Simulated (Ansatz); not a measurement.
The geometry is COD entry 9008478, unchecked; take it as a test cell.

An input for Pd: DFT, PBE, PAW with Ansatz's default frozen-core files, scalar-relativistic (Ansatz 0.2.0).

Command: `ansatz run input.yaml --threads 1 --pin off --max-ram 3072MiB --backend cpu --events-out ev --progress --plain --runs-dir out` The run took 5 s on 1 thread of Intel(R) Xeon(R) Platinum 8488C (Sapphire Rapids), with other jobs on the host, peak memory 0.41 GiB.

```yaml
crystal:
  lattice:
    - [0.0, 1.9449, 1.9449]
    - [1.9449, 0.0, 1.9449]
    - [1.9449, 1.9449, 0.0]
  atoms:
    - { symbol: Pd, position: [0.0, 0.0, 0.0] }
kpoints:
  mp_grid: { grid: [18, 18, 18] }
  band_path:
    path:
      - [0.0, 0.0, 0.0]
      - [0.5, 0.0, 0.5]
      - [0.625, 0.25, 0.625]
      - [0.375, 0.375, 0.75]
      - [0.0, 0.0, 0.0]
      - [0.5, 0.5, 0.5]
      - [0.5, 0.25, 0.75]
      - [0.5, 0.0, 0.5]
    npoints: 14
scf:
  occupations: { method: fermi_dirac, width: 0.05 }
hamiltonian:
  xc: pbe
  pseudopotentials: { kind: paw }
output:
  forces: true
  stress: true
  eigenvalues: true
  efg: { contact_densities: true }
  populations: true
  bader: true
  dos: { projected: true, de: 0.2, e_range: [-14, 8] }
  write_density: true
  write_potential: true
  elf: true
  volumetric_format: npy
```

Set-up and iterations as logged by Ansatz (the results part is left out, to be predicted):

```
Engine: ansatz 0.2.0
Pseudopotentials: kind: paw
Pseudopotential: Pd, paw, valence charge 18, recommended cutoff 420 eV (normal)
Functional definition: PBE
  parameter kappa = 0.804
  parameter beta = 0.06672455060314922
  exchange = pbe_x(kappa = kappa, mu = beta*pi^2/3)
  correlation = pbe_c(beta = beta)
Crystal: 1 atoms, lattice volume = 14.714 Å³
Basis set: ecut = 420 eV, 283 PW (Γ), exchange–correlation on 40×40×40 points (8 copies of the dense FFT grid, shifted against one another)
Bands: 13, of which v1, the nominal top of the filled ones, is band 9 counted from 1 (8 counted from 0)
Symmetry: 48 space group operations
Space group: Fm-3m (ITA 225), of the structure as read, at distance tolerance 2.5e-5 Å
k-points: 195 of 5832
Non-local potential: Pd, projectors of the file, l = 0: 2, l = 1: 2, l = 2: 2, l = 3: 1
PAW form: soft (Blöchl's): semilocal exchange-correlation on the pseudo side does not see the compensation charge
PAW one-centre angular grid: Pd, 590 points (default); XC on 64 Gauss nodes
Initial density: superposition of atomic densities (neutral atoms: chi_scale 0, normalization atom), corrected by the library's trained network
Initial wavefunctions: pseudopotential atomic-orbital guess
Functional: x = pbe(κ = 0.804, μ = 0.2195149727645171), c = pbe(β = 0.06672455060314922)
SCF iter   1: F=—  HF=-6972.847843 eV  |F-HF|=—  |Δ(HF+E_count)|=         —  Δρ=4.22e-3  dr2=1.56e-3  ethr=1.77e-3  ⟨swp⟩=5.4  Hψ=14820  notcnv=0
SCF iter   2: F=—  HF=-6972.847597 eV  |F-HF|=—  |Δ(HF+E_count)|=   2.45e-4  Δρ=1.89e-3  dr2=1.90e-4  ethr=8.66e-6  ⟨swp⟩=1.2  Hψ=4184  notcnv=0
SCF iter   3: F=—  HF=-6972.847680 eV  |F-HF|=—  |Δ(HF+E_count)|=   8.24e-5  Δρ=4.98e-4  dr2=1.94e-5  ethr=1.06e-6  ⟨swp⟩=1.0  Hψ=2542  notcnv=0
SCF iter   4: F=—  HF=-6972.847683 eV  |F-HF|=—  |Δ(HF+E_count)|=   3.54e-6  Δρ=5.88e-5  dr2=2.27e-7  ethr=1.08e-7  ⟨swp⟩=2.4  Hψ=3462  notcnv=0
iter 5 did not close the SCF: its close was put off for the readings that it lacked (scf_convergence_deferred on its scf_iter line)
SCF iter   5: F=-6972.847683 eV  HF=-6972.847683 eV  |F-HF|=1.16e-9  |Δ(HF+E_count)|=   9.68e-8  Δρ=7.11e-6  dr2=3.02e-9  ethr=1.26e-9  ⟨swp⟩=2.7  Hψ=4437  notcnv=0
SCF iter   6: F=-6972.847683 eV  HF=-6972.847683 eV  |F-HF|=1.82e-11  |Δ(HF+E_count)|=  7.72e-10  Δρ=8.88e-7  dr2=3.14e-11  ethr=1.68e-11  ⟨swp⟩=4.6  Hψ=11515  notcnv=0
```

Spin polarisation is left out, and whether a magnetic state lies lower isn't shown here.

What pressure will this run report?

7.60 GPa (positive in compression).

Is there a band gap?

none: bands cross the Fermi level, a metal.
